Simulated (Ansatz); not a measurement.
# NaH3 and its competing phases

Method: Ansatz 0.2.0, DFT PBE, scalar-relativistic, plane waves, PAW. Settings: cutoff 420 eV, Γ-centred meshes spaced at most about 0.3 Å⁻¹ (2π included), Gaussian smearing. No spin polarisation.

Energies over the elements count from the elements' standard structures at the same level (H₂ as a molecule), with no fitted energy shifts.

All energies are static (0 K, no zero-point motion). No dispersion correction is applied, so the spacing and binding between layers, chains or molecules are poorly described (NaH3 C2/c). With hydrogen, zero-point motion can shift formation energies by some tens of meV/atom.

The competitors are the elements and 1 reference phase of this chemical system (from databases or known types: NaH), relaxed at the same level; other known phases may be missing.

The candidate was reached from: perovskite family, tilts a-a-a-, polar shift along [011], changed on relaxing.

```cif
data_structure
_symmetry_space_group_name_H-M 'C2/c'
_symmetry_Int_Tables_number 15
_cell_length_a 12.5862
_cell_length_b 4.5871
_cell_length_c 4.5601
_cell_angle_alpha 90.000
_cell_angle_beta 109.831
_cell_angle_gamma 90.000
_cell_volume 247.66
loop_
_atom_site_label
_atom_site_type_symbol
_atom_site_symmetry_multiplicity
_atom_site_Wyckoff_symbol
_atom_site_fract_x
_atom_site_fract_y
_atom_site_fract_z
_atom_site_occupancy
Na1 Na 4 e 0.00000 0.75018 0.75000 1
H1 H 8 f 0.74834 0.21498 0.07299 1
H2 H 4 e 0.00000 0.25023 0.75000 1
```

Question: Into what would it decompose?

Answer: Its formation energy is -0.043 eV/atom. The lowest competing mixture at this composition is this:

| phase | space group | source | share of atoms | ΔE_f (eV/atom) |
| --- | --- | --- | --- | --- |
| H₂ gas | - | element | 0.5000 | 0.000 |
| NaH | Fm-3m (No. 225) | COD | 0.5000 | -0.196 |

The mixture lies at -0.098 eV/atom, and the candidate lies 55 meV/atom above it. The candidate matches no cell in the subsets of the Crystallography Open Database and the Materials Project at hand. Checks: imaginary modes on a 2×2×2 q mesh (to 151i cm⁻¹). So it is a saddle point, neither stable nor metastable. It holds H–H pairs as short as in free H₂ molecules (shortest 0.75 Å).
